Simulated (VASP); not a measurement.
Wanted: the native input for a VASP 6.6.1 run.

```yaml
Task: relaxation of cell and atoms
Functional: PBE
Potentials_or_basis: VASP PAW PBE potentials, release 64 (Ba_sv, Ti_sv, O)
Cutoff: 600 eV
k_mesh: 7 × 7 × 7
Occupations: fermi-dirac, width 0.05 eV
Spin: no spin polarisation
Further_INCAR_settings: ALGO = Normal; EDIFF = 1e-06; IBRION = 2; EDIFFG = -0.01; NSW = 40; ISIF = 3
```

The structure of BaTiO3 lies in POSCAR:

```
BaTiO3
1.0
    3.9998000000      0.0000000000      0.0000000000
    0.0000000000      3.9998000000      0.0000000000
    0.0000000000      0.0000000000      4.0180000000
Ba Ti O
1 1 3
Direct
    0.0000000000      0.0000000000      0.0000000000
    0.5000000000      0.5000000000      0.4900000000
    0.0000000000      0.5000000000      0.5170000000
    0.5000000000      0.0000000000      0.5170000000
    0.5000000000      0.5000000000      0.0190000000
```

The input as run:

INCAR

```
SYSTEM = BaTiO3
ALGO = Normal ; EDIFF = 1E-6
EDIFFG = -0.01 ; ENCUT = 600
GGA = PE ; IBRION = 2
ISIF = 3 ; ISMEAR = -1
LASPH = .TRUE. ; LCHARG = .FALSE.
LREAL = .FALSE. ; LWAVE = .FALSE.
NELM = 100 ; NSW = 40
PREC = Accurate ; SIGMA = 0.05
```

KPOINTS

```
k-points
0
G
  7 7 7
  0 0 0
```

Potentials or basis: VASP PAW PBE potentials, release 64 (Ba_sv, Ti_sv, O).

Command:

```sh
$ cat potpaw_PBE.64/Ba_sv/POTCAR potpaw_PBE.64/Ti_sv/POTCAR potpaw_PBE.64/O/POTCAR > POTCAR
$ mpirun -np 1 vasp_std > vasp.out
```

It gave:

* Relaxed volume: 13.49 Å³/atom
* Relaxed cell: a = 3.996 Å, b = 3.996 Å, c = 4.224 Å, α = 90.00°, β = 90.00°, γ = 90.00°
* Space group after relaxing (to 0.05 Å): P4mm (No. 99)
* Energy gained by relaxing: 11.3 meV/atom
* Ionic steps: 20
* Pressure after relaxing: 0.0 GPa
* Largest force after relaxing: 0.009 eV/Å
* Band gap on the k mesh: 1.87 eV, indirect (least direct gap 2.34 eV)

Caveat: spin-orbit coupling is left out, which moves the levels of the heavy elements; an odd mesh through Γ misses points on the zone boundary, where band edges often lie.

Wall time 13 min on 1 thread of Intel(R) Xeon(R) Platinum 8488C (Sapphire Rapids) (shared host), peak memory 0.24 GiB.
